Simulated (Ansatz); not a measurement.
**Cr in Ansatz: the effect of functional**

Cr:

```xyz
2
Lattice="2.7140 0.0000 0.0000 -1.3570 2.3504 0.0000 0.0000 0.0000 4.4100" Properties=species:S:1:pos:R:3 pbc="T T T"
Cr    1.3570    0.7835    3.3075
Cr    0.0000    1.5669    1.1025
```

This isn't the form of Cr at room conditions, which is bcc.

Alike in all runs:

| Quantity | Value |
| --- | --- |
| Program | Ansatz 0.2.0 |
| Task | band structure |
| Potentials or basis | all-electron LAPW, scalar-relativistic |
| Basis error allowed | 0.001 eV/atom |
| k mesh | 11 × 11 × 6 |
| Occupations | fermi-dirac, width 0.05 eV |
| Spin | collinear spin, ferromagnetic start |
| Starting moments | [3.0, 3.0] μB |

```tsv
functional	cutoff	pressure (GPa)	moment (μB)
PBE	255 eV (chosen from the basis error)	-25.5	1.73
LDA	254 eV (chosen from the basis error)	-38.3	1.10
PBEsol	255 eV (chosen from the basis error)	?	?
```

Question: What does the run with functional PBEsol give?

Answer: Pressure -32.1 GPa; moment 1.65 μB.

Caveats: a pressure of tens of GPa on the cell as given is suspect, and the run, the potentials or the cell itself is likely at fault (some runs).
